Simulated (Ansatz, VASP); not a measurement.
MgO in VASP and in Ansatz

```xyz
2
Lattice="0.0000 2.2820 2.2820 2.2297 0.0000 2.2820 2.2297 2.2820 0.0000" Properties=species:S:1:pos:R:3 pbc="T T T"
Mg    0.0000    0.0000    0.0000
O     1.1149    1.1410    1.1410
```

Change from the starting cell: uniaxial_x strain -2.3%.

Alike in both runs: task single point; functional PBE; k mesh 10 × 10 × 10; occupations fermi-dirac, width 0.02 eV; no spin polarisation.

```csv
,VASP,Ansatz
version,VASP 6.6.1,Ansatz 0.2.0
potentials or method,"VASP PAW PBE potentials, release 64 (Mg, O)","plane waves, PAW"
plane-wave cutoff (eV),520,420
valence electrons in the cell,8,16
```

Ansatz gave:

```
gap on the k mesh at the Fermi level (eV)       : 3.76
pressure (GPa)                                  : 7.0
largest component of the traceless stress (GPa) : 0.46
```

Problem. Estimate VASP's values.

Solution. gap on the k mesh at the Fermi level (eV): 3.74; pressure (GPa): 6.6; largest component of the traceless stress (GPa): 0.47.

The two sets of potentials don't hold the same shells in valence.
